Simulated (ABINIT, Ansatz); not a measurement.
# CdS (Hawleyite): G0W0 with ABINIT, start to end, part 2 of 3

Wanted: ground state, empty states, screening and self-energy for CdS (Hawleyite).

ABINIT 10.8.3; PBE and many-body steps on it, plane waves. Known limits of the many-body steps: not at the basis limit; no spin-orbit coupling; coarse k mesh.

So far. Step 2 (Ground state): The gap is direct, at Γ.

## 3. Bands along the symmetry lines

Level of this step: DFT, PBE, plane waves, norm-conserving pseudopotentials (ABINIT).

The cheap functional maps the bands first; the places of the edges decide which points the dearer methods must see.

The input, run.abi:

```
acell 3*1.0 Angstrom
rprim 
  -0.000000000000 2.916500000000 2.916500000000
  2.916500000000 -0.000000000000 2.916500000000
  2.916500000000 2.916500000000 -0.000000000000
ntypat 2
znucl 48 16
natom 2
typat 1 2
xred 
  0.000000000000 0.000000000000 0.000000000000
  0.250000000000 0.250000000000 0.250000000000
pp_dirpath "pseudos"
pseudos "Cd.upf, S.upf"
ecut 47
iscf -2
irdden 1
kptopt 0
nkpt 50
kpt 
  0.00000000 0.00000000 0.00000000
  -0.06250000 -0.06250000 0.00000000
  -0.12500000 -0.12500000 0.00000000
  -0.18750000 -0.18750000 0.00000000
  -0.25000000 -0.25000000 0.00000000
  -0.31250000 -0.31250000 0.00000000
  -0.37500000 -0.37500000 0.00000000
  -0.43750000 -0.43750000 0.00000000
  -0.50000000 -0.50000000 0.00000000
  -0.48437500 -0.48437500 0.03125000
  -0.46875000 -0.46875000 0.06250000
  -0.45312500 -0.45312500 0.09375000
  -0.43750000 -0.43750000 0.12500000
  -0.42187500 -0.42187500 0.15625000
  -0.40625000 -0.40625000 0.18750000
  -0.39062500 -0.39062500 0.21875000
  -0.37500000 -0.37500000 0.25000000
  -0.37500000 0.00000000 0.37500000
  -0.32812500 0.00000000 0.32812500
  -0.28125000 0.00000000 0.28125000
  -0.23437500 0.00000000 0.23437500
  -0.18750000 0.00000000 0.18750000
  -0.14062500 0.00000000 0.14062500
  -0.09375000 0.00000000 0.09375000
  -0.04687500 0.00000000 0.04687500
  0.00000000 0.00000000 0.00000000
  0.00000000 0.00000000 0.06250000
  0.00000000 0.00000000 0.12500000
  0.00000000 0.00000000 0.18750000
  0.00000000 0.00000000 0.25000000
  0.00000000 0.00000000 0.31250000
  0.00000000 0.00000000 0.37500000
  0.00000000 0.00000000 0.43750000
  0.00000000 0.00000000 0.50000000
  -0.06250000 -0.03125000 0.46875000
  -0.12500000 -0.06250000 0.43750000
  -0.18750000 -0.09375000 0.40625000
  -0.25000000 -0.12500000 0.37500000
  -0.31250000 -0.15625000 0.34375000
  -0.37500000 -0.18750000 0.31250000
  -0.43750000 -0.21875000 0.28125000
  -0.50000000 -0.25000000 0.25000000
  -0.50000000 -0.28125000 0.21875000
  -0.50000000 -0.31250000 0.18750000
  -0.50000000 -0.34375000 0.15625000
  -0.50000000 -0.37500000 0.12500000
  -0.50000000 -0.40625000 0.09375000
  -0.50000000 -0.43750000 0.06250000
  -0.50000000 -0.46875000 0.03125000
  -0.50000000 -0.50000000 0.00000000
istwfk *1
nband 20
nbdbuf 2
tolwfr 1e-08
nstep 40
prtwf 0
prtvol 0
indata_prefix "in"
outdata_prefix "out"
tmpdata_prefix "tmp"
```

The run is started by

```sh
OMP_NUM_THREADS=1 mpirun -n 4 abinit run.abi > log
```

Numbers of over 12 decimals in the logs are rounded to 6 here.

The log of the run:

```text
.Version 10.8.3 of ABINIT. v10.8.2 released Aug 2026.

 Symmetries : space group F-4 3 m (#216); Bravais cF (face-center cubic)
[... echo of the input left out ...]
== DATASET  1 ==================================================================
-   mpi_nproc: 4, omp_nthreads: 1 (-1 if OMP is not activated)

--- !DatasetInfo
iteration_state: {dtset: 1, }
dimensions: {natom: 2, nkpt: 50, mband: 20, nsppol: 1, nspinor: 1, nspden: 1, mpw: 5180, }
cutoff_energies: {ecut:  47.0, pawecutdg:  -1.0, }
electrons: {nelect:   2.60000000E+01, charge:   0.00000000E+00, occopt:   1.00000000E+00, tsmear:   1.00000000E-02, }

 Real(R)+Recip(G) space primitive vectors, cartesian coordinates (Bohr,Bohr^-1):
 R(1)=  0.0000000  5.5113862  5.5113862  G(1)= -0.0907213  0.0907213  0.0907213
 R(2)=  5.5113862  0.0000000  5.5113862  G(2)=  0.0907213 -0.0907213  0.0907213
 R(3)=  5.5113862  5.5113862  0.0000000  G(3)=  0.0907213  0.0907213 -0.0907213
 Unit cell volume ucvol=  3.3482088E+02 bohr^3
 Angles (23,13,12)=  6.00000000E+01  6.00000000E+01  6.00000000E+01 degrees

 getcut: wavevector=  0.0000  0.0000  0.0000  ngfft=  50  50  50
         ecut(hartree)=     47.000   => boxcut(ratio)=   2.07948

--- Pseudopotential description ------------------------------------------------
- Cd Generated using ONCVPSP code by D. R. Hamann
- 48.00000  20.00000  171031                  znucl, zion, pspdat
12 -101130 2 -1 1368                          pspcod,pspxc,lmax,lloc,mmax
     nproj     2     2     2
  pspatm : epsatm=   23.16453630
         --- l  ekb(1:nproj) -->
             0   51.917189    3.534234
             1    8.636196    1.282240
             2    0.687672   -0.678465
 pspatm: atomic psp has been read  and splines computed

- S Generated using ONCVPSP code by D. R. Hamann
- 16.00000   6.00000  171031                  znucl, zion, pspdat
12 -101130 2 -1 1146                          pspcod,pspxc,lmax,lloc,mmax
     nproj     2     2     2
  pspatm : epsatm=    9.01821529
         --- l  ekb(1:nproj) -->
[...]
pspatm: atomic psp has been read  and splines computed

--------------------------------------------------------------------------------

================================================================================
 prteigrs : about to open file out_EIG
 Non-SCF case, kpt    1 (  0.00000  0.00000  0.00000), residuals and eigenvalues=
  2.71E-09  8.13E-10  6.41E-09  9.42E-09  9.50E-09  1.53E-09  2.58E-09  6.69E-09
  1.68E-09  7.04E-09  1.61E-09  3.16E-09  8.68E-09  4.34E-09  2.24E-09  2.33E-09
  3.32E-09  9.32E-09  1.44E-08  6.84E-09
 -3.5644E+00 -2.1335E+00 -2.1335E+00 -2.1335E+00 -2.9393E-01 -1.2336E-01
 -1.2336E-01 -1.2336E-01 -1.0576E-01 -1.0576E-01  1.6045E-01  1.6045E-01
  1.6045E-01  2.0252E-01  4.0047E-01  4.0047E-01  4.0047E-01  5.7871E-01
  5.7871E-01  5.8125E-01
 Non-SCF case, kpt    2 ( -0.06250 -0.06250  0.00000), residuals and eigenvalues=
[...]
5.7949E-01  5.9359E-01
 Non-SCF case, kpt    3 ( -0.12500 -0.12500  0.00000), residuals and eigenvalues=
[...]
9.82E-09  5.91E-09  7.00E-07  2.45E-05
[...]
5.8178E-01  6.2573E-01
[...]
Non-SCF case, kpt   49 ( -0.50000 -0.46875  0.03125), residuals and eigenvalues=
[...]
6.0945E-01  6.4764E-01
 Non-SCF case, kpt   50 ( -0.50000 -0.50000  0.00000), residuals and eigenvalues=
[...]
-1.1053E-01 -1.1053E-01 -1.0256E-01 -8.9412E-02  1.5419E-02  9.1543E-02
  9.1543E-02  2.9122E-01  3.2049E-01  4.9848E-01  5.5635E-01  5.5635E-01
  6.0497E-01  6.4777E-01

--- !ResultsGS
iteration_state: {dtset: 1, }
comment   : Summary of ground state results
lattice_vectors:
- [ -0.0000000,   5.5113862,   5.5113862, ]
- [  5.5113862,  -0.0000000,   5.5113862, ]
- [  5.5113862,   5.5113862,  -0.0000000, ]
lattice_lengths: [   7.79428,    7.79428,    7.79428, ]
lattice_angles: [ 60.000,  60.000,  60.000, ] # degrees, (23, 13, 12)
lattice_volume:   3.3482088E+02
convergence: {deltae:  0.000E+00, res2:  0.000E+00, residm:  9.999E-09, diffor:  0.000E+00, }
etotal    :  -1.86417562E+02
entropy   :   0.00000000E+00
fermie    :   1.60449132E-01
cartesian_stress_tensor: null
pressure_GPa: null
xred      :
- [  0.0000E+00,   0.0000E+00,   0.0000E+00, Cd]
- [  2.5000E-01,   2.5000E-01,   2.5000E-01,  S]
cartesian_forces: null
force_length_stats: {min: null, max: null, mean: null, }

 Integrated electronic density in atomic spheres:
 ------------------------------------------------
 Atom  Sphere_radius  Integrated_density
[...]
================================================================================

 ----iterations are completed or convergence reached----

 Mean square residual over all n,k,spin=   49.830E-10; max=  99.989E-10
 reduced coordinates (array xred) for    2 atoms
       0.000000000000      0.000000000000      0.000000000000
       0.250000000000      0.250000000000      0.250000000000

 cartesian coordinates (angstrom) at end:
[...]
length scales=  1.889726125908  1.889726125908  1.889726125908 bohr
              =  1.000000000000  1.000000000000  1.000000000000 angstroms
 prteigrs : about to open file out_EIG
 Eigenvalues (hartree) for nkpt=  50  k points:
 kpt#   1, nband= 20, wtk=  1.00000, kpt=  0.0000  0.0000  0.0000 (reduced coord)
[...]
kpt#   2, nband= 20, wtk=  1.00000, kpt= -0.0625 -0.0625  0.0000 (reduced coord)
[...]
kpt#   3, nband= 20, wtk=  1.00000, kpt= -0.1250 -0.1250  0.0000 (reduced coord)
[...]
kpt#  49, nband= 20, wtk=  1.00000, kpt= -0.5000 -0.4687  0.0313 (reduced coord)
[...]
0.54874    0.55682    0.60945    0.64764
 kpt#  50, nband= 20, wtk=  1.00000, kpt= -0.5000 -0.5000  0.0000 (reduced coord)
  -3.56438   -2.13353   -2.13352   -2.13352   -0.27338   -0.11552   -0.11053   -0.11053
  -0.10256   -0.08941    0.01542    0.09154    0.09154    0.29122    0.32049    0.49848
   0.55635    0.55635    0.60497    0.64777

== END DATASET(S) ==============================================================
================================================================================

 -outvars: echo values of variables after computation  --------
            nband          20
             nkpt          50
          spgroup         216
 [... the other variables as echoed above ...]

 Calculation completed.
```

It took 24 s on 4 MPI ranks of Arm Neoverse V2, shared host; peak memory 0.35 GiB; 97 s of CPU time.

This step gave:

* gap: 1.145 eV
* k of the valence top: 0, 0, 0
* k of the conduction bottom: 0, 0, 0
* least direct gap: 1.145 eV

The gap is 1.145 eV, as in the run before at this level.

Electronic bands along the path, in eV, zero at the top of the highest filled band:

| point | band 10 | band 11 | band 12 | band 13 | band 14 | band 15 | band 16 | band 17 |
| --- | --- | --- | --- | --- | --- | --- | --- | --- |
| Γ | -7.24 | 0.00 | 0.00 | 0.00 | 1.14 | 6.53 | 6.53 | 6.53 |
| halfway | -7.20 | -2.31 | -1.02 | -1.02 | 3.59 | 4.82 | 8.12 | 8.12 |
| X | -6.80 | -3.95 | -1.88 | -1.88 | 3.56 | 4.35 | 9.20 | 10.77 |
| halfway | -6.74 | -3.94 | -2.15 | -1.78 | 3.85 | 4.66 | 8.94 | 10.01 |
| U | -6.67 | -3.93 | -2.53 | -1.52 | 4.24 | 5.45 | 8.48 | 9.01 |
| jump to K | -6.67 | -3.93 | -2.53 | -1.52 | 4.24 | 5.45 | 8.48 | 9.01 |
| halfway | -7.19 | -2.75 | -1.36 | -0.42 | 3.61 | 6.10 | 6.75 | 7.27 |
| Γ | -7.24 | 0.00 | 0.00 | 0.00 | 1.14 | 6.53 | 6.53 | 6.53 |
| halfway | -7.24 | -2.49 | -0.40 | -0.40 | 2.78 | 6.28 | 7.03 | 7.03 |
| L | -6.86 | -4.39 | -0.75 | -0.75 | 3.01 | 7.00 | 7.00 | 7.46 |
| halfway | -6.75 | -4.11 | -1.93 | -1.22 | 4.38 | 5.81 | 7.21 | 8.35 |
| W | -6.61 | -3.89 | -2.26 | -2.18 | 5.42 | 5.43 | 7.23 | 8.04 |
| halfway | -6.70 | -3.92 | -2.08 | -2.03 | 4.26 | 4.83 | 8.67 | 8.94 |
| X | -6.80 | -3.95 | -1.88 | -1.88 | 3.56 | 4.35 | 9.20 | 10.77 |

## 4. Empty states on the mesh, 4×4×4 mesh, 363 bands

The sums over transitions need many empty states on a uniform mesh; this step solves for them.

The input, run.abi:

```
acell 3*1.0 Angstrom
rprim 
  -0.000000000000 2.916500000000 2.916500000000
  2.916500000000 -0.000000000000 2.916500000000
  2.916500000000 2.916500000000 -0.000000000000
ntypat 2
znucl 48 16
natom 2
typat 1 2
xred 
  0.000000000000 0.000000000000 0.000000000000
  0.250000000000 0.250000000000 0.250000000000
pp_dirpath "pseudos"
pseudos "Cd.upf, S.upf"
ecut 47
ngkpt 4 4 4
nshiftk 1
shiftk 0 0 0
kptopt 1
chksymbreak 0
iscf -2
irdden 1
istwfk *1
nband 363
nbdbuf 32
tolwfr 1e-09
nstep 60
prtvol 0
indata_prefix "in"
outdata_prefix "out"
tmpdata_prefix "tmp"
```

The log of the run:

```text
.Version 10.8.3 of ABINIT. v10.8.2 released Aug 2026.

 Symmetries : space group F-4 3 m (#216); Bravais cF (face-center cubic)
[... echo of the input left out ...]
== DATASET  1 ==================================================================
-   mpi_nproc: 4, omp_nthreads: 1 (-1 if OMP is not activated)

--- !DatasetInfo
iteration_state: {dtset: 1, }
dimensions: {natom: 2, nkpt: 8, mband: 363, nsppol: 1, nspinor: 1, nspden: 1, mpw: 5180, }
cutoff_energies: {ecut:  47.0, pawecutdg:  -1.0, }
electrons: {nelect:   2.60000000E+01, charge:   0.00000000E+00, occopt:   1.00000000E+00, tsmear:   1.00000000E-02, }

 Real(R)+Recip(G) space primitive vectors, cartesian coordinates (Bohr,Bohr^-1):
 R(1)=  0.0000000  5.5113862  5.5113862  G(1)= -0.0907213  0.0907213  0.0907213
 R(2)=  5.5113862  0.0000000  5.5113862  G(2)=  0.0907213 -0.0907213  0.0907213
 R(3)=  5.5113862  5.5113862  0.0000000  G(3)=  0.0907213  0.0907213 -0.0907213
 Unit cell volume ucvol=  3.3482088E+02 bohr^3
 Angles (23,13,12)=  6.00000000E+01  6.00000000E+01  6.00000000E+01 degrees

 getcut: wavevector=  0.0000  0.0000  0.0000  ngfft=  50  50  50
         ecut(hartree)=     47.000   => boxcut(ratio)=   2.07948

--- Pseudopotential description ------------------------------------------------
- Cd Generated using ONCVPSP code by D. R. Hamann
- 48.00000  20.00000  171031                  znucl, zion, pspdat
12 -101130 2 -1 1368                          pspcod,pspxc,lmax,lloc,mmax
     nproj     2     2     2
  pspatm : epsatm=   23.16453630
         --- l  ekb(1:nproj) -->
             0   51.917189    3.534234
             1    8.636196    1.282240
             2    0.687672   -0.678465
 pspatm: atomic psp has been read  and splines computed

- S Generated using ONCVPSP code by D. R. Hamann
- 16.00000   6.00000  171031                  znucl, zion, pspdat
12 -101130 2 -1 1146                          pspcod,pspxc,lmax,lloc,mmax
     nproj     2     2     2
  pspatm : epsatm=    9.01821529
         --- l  ekb(1:nproj) -->
[...]
pspatm: atomic psp has been read  and splines computed

--------------------------------------------------------------------------------

================================================================================
 prteigrs : about to open file out_EIG
 Non-SCF case, kpt    1 (  0.00000  0.00000  0.00000), residuals and eigenvalues=
  1.75E-10  5.62E-10  5.41E-10  4.51E-10  1.71E-10  1.60E-10  1.01E-10  1.20E-10
  1.18E-10  1.16E-10  2.08E-10  2.42E-10  3.80E-10  3.50E-10  4.16E-11  9.41E-11
  3.25E-10  3.84E-10  9.44E-10  9.64E-11  8.66E-11  1.52E-10  3.24E-10  2.25E-10
[...]
-3.5644E+00 -2.1335E+00 -2.1335E+00 -2.1335E+00 -2.9393E-01 -1.2336E-01
 -1.2336E-01 -1.2336E-01 -1.0576E-01 -1.0576E-01  1.6045E-01  1.6045E-01
  1.6045E-01  2.0252E-01  4.0047E-01  4.0047E-01  4.0047E-01  5.7871E-01
[...]
7.5369E+00  7.5946E+00  7.5946E+00  7.5948E+00  7.6335E+00  7.6336E+00
  7.6587E+00  7.6588E+00  7.6607E+00  7.6801E+00  7.6801E+00  7.6808E+00
[...]
prteigrs : prtvol=0 or 1, do not print more k-points.

--- !ResultsGS
iteration_state: {dtset: 1, }
comment   : Summary of ground state results
lattice_vectors:
- [ -0.0000000,   5.5113862,   5.5113862, ]
- [  5.5113862,  -0.0000000,   5.5113862, ]
- [  5.5113862,   5.5113862,  -0.0000000, ]
lattice_lengths: [   7.79428,    7.79428,    7.79428, ]
lattice_angles: [ 60.000,  60.000,  60.000, ] # degrees, (23, 13, 12)
lattice_volume:   3.3482088E+02
convergence: {deltae:  0.000E+00, res2:  0.000E+00, residm:  9.955E-10, diffor:  0.000E+00, }
etotal    :  -1.86417562E+02
entropy   :   0.00000000E+00
fermie    :   1.60449132E-01
cartesian_stress_tensor: null
pressure_GPa: null
xred      :
- [  0.0000E+00,   0.0000E+00,   0.0000E+00, Cd]
- [  2.5000E-01,   2.5000E-01,   2.5000E-01,  S]
cartesian_forces: null
force_length_stats: {min: null, max: null, mean: null, }

 Integrated electronic density in atomic spheres:
 ------------------------------------------------
 Atom  Sphere_radius  Integrated_density
[...]
================================================================================

 ----iterations are completed or convergence reached----

 Mean square residual over all n,k,spin=   32.231E-11; max=  99.553E-11
 reduced coordinates (array xred) for    2 atoms
[...]
0.250000000000      0.250000000000      0.250000000000

 cartesian coordinates (angstrom) at end:
    1      0.000000     0.000000     0.000000
    2      1.458250     1.458250     1.458250
 length scales=  1.889726125908  1.889726125908  1.889726125908 bohr
              =  1.000000000000  1.000000000000  1.000000000000 angstroms
 prteigrs : about to open file out_EIG
 Eigenvalues (hartree) for nkpt=   8  k points:
 kpt#   1, nband=363, wtk=  0.01563, kpt=  0.0000  0.0000  0.0000 (reduced coord)
[...]
7.41827    7.43679    7.43679    7.43679    7.53690    7.59463    7.59463    7.59484
   7.63352    7.63358    7.65873    7.65877    7.66070    7.68006    7.68010    7.68076
   7.78270    7.78340    7.79205
 prteigrs : prtvol=0 or 1, do not print more k-points.

== END DATASET(S) ==============================================================
================================================================================

 -outvars: echo values of variables after computation  --------
            nband         363
             nkpt           8
          spgroup         216
 [... the other variables as echoed above ...]

 Calculation completed.
```

It took 3.6 min on 4 MPI ranks; peak memory 0.61 GiB; 14 min of CPU time.

This step gave:

```yaml
gap: 1.145 eV
k_of_the_valence_top: 0, 0, 0
k_of_the_conduction_bottom: 0, 0, 0
least_direct_gap: 1.145 eV
k_points_computed: 8
lowest_point_of_the_top_converged_band_above_the_valence_top: 189.0454 eV
```

On this mesh the gap is 1.145 eV.

## 5. Screening, 4×4×4 mesh, 331 bands, screening to 272.1 eV

The RPA dielectric matrix is built and inverted for each q.

This step: RPA screening on PBE, plane waves, norm-conserving pseudopotentials.

run.abi, as its differences from that of step 4:

```diff
@@ -20,10 +20,11 @@
 chksymbreak 0
-iscf -2
-irdden 1
 istwfk *1
-nband 363
-nbdbuf 32
-tolwfr 1e-09
-nstep 60
-prtvol 0
+occopt 1
+irdwfk 1
+optdriver 3
+nband 331
+ecuteps 10
+inclvkb 2
+awtr 1
+symchi 1
 indata_prefix "in"
```

The log of the run:

```text
.Version 10.8.3 of ABINIT. v10.8.2 released Aug 2026.

 Symmetries : space group F-4 3 m (#216); Bravais cF (face-center cubic)
[... echo of the input left out ...]
== DATASET  1 ==================================================================
-   mpi_nproc: 4, omp_nthreads: 1 (-1 if OMP is not activated)

--- !DatasetInfo
iteration_state: {dtset: 1, }
dimensions: {natom: 2, nkpt: 8, mband: 331, nsppol: 1, nspinor: 1, nspden: 1, mpw: 5180, }
cutoff_energies: {ecut:  47.0, pawecutdg:  -1.0, }
electrons: {nelect:   2.60000000E+01, charge:   0.00000000E+00, occopt:   1.00000000E+00, tsmear:   1.00000000E-02, }

 SCREENING: Calculation of the susceptibility and dielectric matrices

 Based on a program developped by R.W. Godby, V. Olevano, G. Onida, and L. Reining.
 Incorporated in ABINIT by V. Olevano, G.-M. Rignanese, and M. Torrent.
.Using double precision arithmetic ; gwpc =  8

[... cell and pseudopotentials left out ...]
--------------------------------------------------------------------------------

 ==== K-mesh for the wavefunctions ====
 Number of points in the irreducible wedge :     8
[... list of points left out ...]
 Together with 24 symmetry operations and time-reversal symmetry
 yields    64 points in the full Brillouin Zone.

 ==== Q-mesh for the screening function ====
 Number of points in the irreducible wedge :     8
[... list of points left out ...]
 Together with 24 symmetry operations and time-reversal symmetry
 yields    64 points in the full Brillouin Zone.

 setmesh: FFT mesh size selected  =    36x   36x   36
          total number of points  =        46656

 vcoul_init : cutoff-mode = AUXILIARY_FUNCTION
 q-points for optical limit:   1
     1)      0.000010    0.000020    0.000030

- screening: taking advantage of time-reversal symmetry
- Maximum band index for partially occupied states nbvw = 13
- Remaining bands to be divided among processors   nbcw = 318
- Number of bands treated by each node ~79

 Number of electrons calculated from density =   26.0000; Expected =   26.0000
 average of density, n =  0.077653
 r_s =    1.4541
 omega_plasma =   26.8804 [eV]

 calculating chi0 at frequencies [eV] :
  1    0.000000E+00    0.000000E+00
  2    0.000000E+00    2.688042E+01

--------------------------------------------------------------------------------
  q-point number  1        q = ( 0.000000, 0.000000, 0.000000) [r.l.u.]
--------------------------------------------------------------------------------
[... chi0 elements left out ...]
 For q-point:  0.000010 0.000020 0.000030
  dielectric constant =  11.0614
  dielectric constant without local fields =  11.7818

  Average fulfillment of the sum rule on Im[epsilon] for q-point    1 :     88.09  [%]
[... wings left out ...]
  q-point number  2        q = ( 0.250000, 0.000000, 0.000000) [r.l.u.]
--------------------------------------------------------------------------------
[... chi0 elements left out ...]
  Average fulfillment of the sum rule on Im[epsilon] for q-point    2 :     92.57  [%]

 [... 6 further q-points ...]
```

Elapsed: 3.8 min, on 4 MPI ranks; peak memory 2.8 GiB; 15 min of CPU time.

Numbers from this step:

| Item | Value |
| --- | --- |
| ε∞ with local fields, on this mesh, along the program's q direction | 11.06 |
| the same without local fields | 11.78 |
| plasma frequency | 26.88 eV |
| plane waves in the screening matrix | 531 |

Local fields lower ε∞ by 6 %. On a Γ-centred mesh this coarse the value itself is usually too large, while a short band sum pulls it down.

(Part 2 of 3 ends here.)

[Paths, hosts, dates, memory and timing lines, banners, echoed tables and standing remarks are left out of the program output.]

[Logs are printed without paths, hosts, clocks, repeated set-up lines and the standing remarks that a program may print on its own settings, such as how far it seeks lower states.]

[Runs of the session that timed out or met a known fault of the program may be left out.]

[Hosts, paths, dates, database ids (printed as entryN), source tags and the programs' standing remarks are cut or masked in the printed files.]

[G0W0 gaps are taken among the corrected bands and points alone; a level outside them can change the order at an edge.]

[Where Ansatz stands beside ABINIT at settings called matched, ABINIT's density can come from a denser mesh and the files from another edition; pairs whose starting gaps differed by over 0.03 eV were left out, so agreement reads better than it is.]
